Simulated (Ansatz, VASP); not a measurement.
This is a calculation of Ge for VASP 6.6.1. This isn't the form of Ge at room conditions, which is diamond.

INCAR

```
SYSTEM = Ge
  PREC = Accurate
  ENCUT = 520
  EDIFF = 1E-7
  ISMEAR = -1
  SIGMA = 0.05
  LREAL = .False.
  LASPH = .True.
  NELM = 60
  ALGO = Normal
  ISIF = 2
  LWAVE = .False.
  LCHARG = .True.
  GGA = PE
  LELF = .True.
  LVHAR = .True.
  NBANDS = 13
```

File KPOINTS:

```
Automatic mesh
0
Gamma
  10 10 10
  0 0 0
```

POSCAR

```
Ge
1.0
    2.7104700000      0.0000000000      0.0000000000
    0.0000000000      2.7104700000      0.0000000000
    0.0000000000      0.0000000000      2.7104700000
Ge
1
Direct
    0.0000000000      0.0000000000      0.0000000000
```

Potentials or basis: VASP PAW PBE potentials, release 64 (Ge_d).

The run is started by

```sh
$ cat potpaw_PBE.64/Ge_d/POTCAR > POTCAR
$ mpirun -np 1 vasp_std > vasp.out
```

Question: What does the same run look like in Ansatz 0.2.0? Potentials or basis there: Ansatz PAW, cutoff 420 eV.

Answer: As run (cutoffs and basis follow the program's own potentials, and thresholds, step limits or extra output files can differ):

Contents of input.yaml:

```yaml
crystal:
  lattice:
    - [2.71047, 0.0, 0.0]
    - [0.0, 2.71047, 0.0]
    - [0.0, 0.0, 2.71047]
  atoms:
    - { symbol: Ge, position: [0.0, 0.0, 0.0] }
hamiltonian:
  xc: pbe
  pseudopotentials: { kind: paw }
kpoints:
  mp_grid: { grid: [10, 10, 10] }
scf:
  occupations: { method: fermi_dirac, width: 0.05 }
output:
  forces: true
  stress: true
  eigenvalues: true
```

Potentials or basis: Ansatz PAW.

Launch:

```bash
$ ansatz run input.yaml --threads 1 --pin off --max-ram 3584MiB --backend cpu --events-out ev --progress --plain --runs-dir out
```

Both were run:

|  | VASP | Ansatz |
| --- | --- | --- |
| Pressure | -0.6 GPa | -0.5 GPa |

Ansatz's pressure holds a Pulay term of +0.03 GPa for its cutoff of 420 eV, which the other run lacks.

Where Ansatz's input types no cutoff or centring, it takes its own default and a Γ-centred mesh.

Pressure is positive in compression.
